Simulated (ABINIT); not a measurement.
Input of an ABINIT 10.8.3 (patched build) run:

File run.abi:

```
# Datasets: one volume each
ndtset 7
getwfk -1
scalecart1 3*0.9795861087
scalecart2 3*0.9864848297
scalecart3 3*0.9932883884
scalecart4 3*1.0000000000
scalecart5 3*1.0066227096
scalecart6 3*1.0131594038
scalecart7 3*1.0196128224

# Pseudopotentials
pp_dirpath "./"
pseudos "Ta.LDA_PW-JTH.xml, K.LDA_PW-JTH.xml, O.LDA_PW-JTH.xml"

# Structure
acell 7.5367947028 7.5367947028 7.5367947028
rprim
     1.0000000000     0.0000000000     0.0000000000
     0.0000000000     1.0000000000     0.0000000000
     0.0000000000     0.0000000000     1.0000000000
ntypat 3
znucl 73 19 8
natom 5
typat 1 2 3 3 3
xred
     0.0000000000     0.0000000000     0.0000000000
     0.5000000000     0.5000000000     0.5000000000
     0.0000000000     0.0000000000     0.5000000000
     0.0000000000     0.5000000000     0.0000000000
     0.5000000000     0.0000000000     0.0000000000

# Plane-wave basis
ecut 23.0
pawecutdg 45.0
pawovlp 30

# k points
kptopt 1
ngkpt 7 7 7
nshiftk 1
shiftk 0.0 0.0 0.0

# Exchange and correlation
ixc 7

# Bands and occupations
nband 24
occopt 3
tsmear 0.05 eV

# SCF cycle
nstep 100
tolvrs 1.0e-9

# Output
iomode 3
prtwf 1
prtden 0
prteig 0
prtebands 0
enunit 2
```

Potentials or basis: JTH PAW LDA v2.0.

Launch:

```bash
$ abinit run.abi > log 2>&1
```

(1) What does it give for the bulk modulus?

(2) What does it give for the equilibrium volume?

Answers

(1) 218 GPa.

(2) 12.33 Å³/atom.

Caveat: pressures at fixed basis lie under the slope of the energies; the atomic spheres overlap.
